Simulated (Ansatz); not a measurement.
CdS (Greenockite), computed twice by G0W0.

```
Cd S
1.0
     4.13700    0.00000    0.00000
    -2.06850    3.58275    0.00000
     0.00000    0.00000    6.71440
Cd S
2 2
Cartesian
  2.0685 1.1942 0.0000
  0.0000 2.3885 3.3572
  2.0685 1.1942 2.5179
  0.0000 2.3885 5.8751
```

The cell and positions come from the Crystallography Open Database and are kept as given unless a step says otherwise.

The first (Ansatz 0.2.0; start PBE, 6×6×2 mesh, 1174 empty bands, screening to 100 eV, PAW set soft_1 files; 1 × NVIDIA H100 80GB HBM3 (shared by 6 runs) with 3 threads of AMD EPYC 7R13 (Zen 3), shared host) gave, on its mesh: starting gap 1.22 eV, G0W0 gap 1.97 eV, RPA ε∞ (mean) 7.05, 65 s.

Q: The second changes empty bands from 1174 to 225 and frequency model from contour deformation to plasmon pole. What does it give?

It gave: starting gap 1.22 eV, G0W0 gap 1.99 eV, RPA ε∞ (mean) 7.05, 14 s. The G0W0 gap moves by +0.02 eV, +0.00 eV from the start and +0.02 eV from the correction. Σc changes by +0.10 eV at the valence top and +0.12 eV at the conduction bottom, and Σx − Vxc between them by +0.00 eV.

Limits: not at the basis limit; no spin-orbit coupling; coarse k mesh.

[Paths, hosts, dates, memory and timing lines, banners, echoed tables and standing remarks are left out of the program output.]

[Logs are printed without paths, hosts, clocks, repeated set-up lines and the standing remarks that a program may print on its own settings, such as how far it seeks lower states.]

[Runs of the session that timed out or met a known fault of the program may be left out.]

[Cells called generated may have been cut or substituted from an entry of the Crystallography Open Database or the Materials Project.]

[Hosts, paths, dates, database ids (printed as entryN), source tags and the programs' standing remarks are cut or masked in the printed files.]
